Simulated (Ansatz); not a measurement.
Crystal: PbO₂, fluorite type, 3 atoms in the cell.

These are results of PBE, plane waves, PAW datasets (generated soft set 1) in Ansatz, not measurements.

Cutoff 420 eV; k-mesh 35×35×35 Γ-centred; Fermi–Dirac smearing of 0.0612 eV; no spin polarisation; no spin–orbit coupling.

What equilibrium volume, lattice constant and bulk modulus does this give?

V₀ = 13.184 Å³/atom (a₀ = 5.409 Å), B₀ = 131 GPa, B₀′ = 5.09. The points behind the fit:

```json
{"V (Å³/atom)": "12.410", "a (Å)": "5.3004", "E − E(min) (meV/atom)": "21.12", "P (GPa)": "9.29"}
{"V (Å³/atom)": "12.674", "a (Å)": "5.3378", "E − E(min) (meV/atom)": "8.79", "P (GPa)": "5.74"}
{"V (Å³/atom)": "12.938", "a (Å)": "5.3746", "E − E(min) (meV/atom)": "1.96", "P (GPa)": "2.61"}
{"V (Å³/atom)": "13.202", "a (Å)": "5.4109", "E − E(min) (meV/atom)": "0.00", "P (GPa)": "-0.17"}
{"V (Å³/atom)": "13.466", "a (Å)": "5.4467", "E − E(min) (meV/atom)": "2.35", "P (GPa)": "-2.63"}
{"V (Å³/atom)": "13.730", "a (Å)": "5.4821", "E − E(min) (meV/atom)": "8.52", "P (GPa)": "-4.81"}
{"V (Å³/atom)": "13.994", "a (Å)": "5.5170", "E − E(min) (meV/atom)": "18.06", "P (GPa)": "-6.73"}
```

The published all-electron PBE values for this crystal (mean of FLEUR and WIEN2k, k-spacing 0.06 Å⁻¹; Bosoni et al., Nat. Rev. Phys. 6, 45 (2024)) are V₀ = 13.193 Å³/atom, B₀ = 131.5 GPa, B₀′ = 5.12.

The stress includes the program's correction for the finite plane-wave basis.

This cubic structure is a model: it isn't the usual form of the substance at ambient conditions, and such phases are metastable or hypothetical. Spin–orbit coupling is left out, which matters for 6p elements such as Tl, Pb and Bi.
